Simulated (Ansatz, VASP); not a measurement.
**Two plane-wave programs on Hf**

```xyz
1
Lattice="3.1396 0.0000 0.0000 1.5698 2.7189 0.0000 1.5698 0.9063 2.5634" Properties=species:S:1:pos:R:3 pbc="T T T"
Hf    0.0000    0.0000    0.0000
```

This isn't the form of Hf at room conditions, which is hcp.

Alike in both runs: task single point; functional PBEsol; k mesh 11 × 11 × 11; no spin polarisation.

```csv
,VASP,Ansatz
version,VASP 6.6.1,Ansatz 0.2.0
potentials or method,"VASP PAW PBE potentials, release 64 (Hf_pv)","plane waves, PAW"
plane-wave cutoff (eV),520,420
occupations,"methfessel-paxton of order 1, width 0.1 eV",cold
valence electrons in the cell,10,26
```

VASP gave:

| Quantity | Value |
| --- | --- |
| gap on the k mesh at the Fermi level (eV) | none |
| pressure (GPa) | -2.4 |

Estimate Ansatz's values.

gap on the k mesh at the Fermi level (eV): none; pressure (GPa): -1.9.

A gap of «none» marks a metal or a gap that the smearing closes. The two sets of potentials don't hold the same shells in valence.

Caveats: the PAW data sets were made with another functional, which shifts forces and pressure a little (VASP). Spin-orbit coupling is left out, which matters for the levels of Hf.
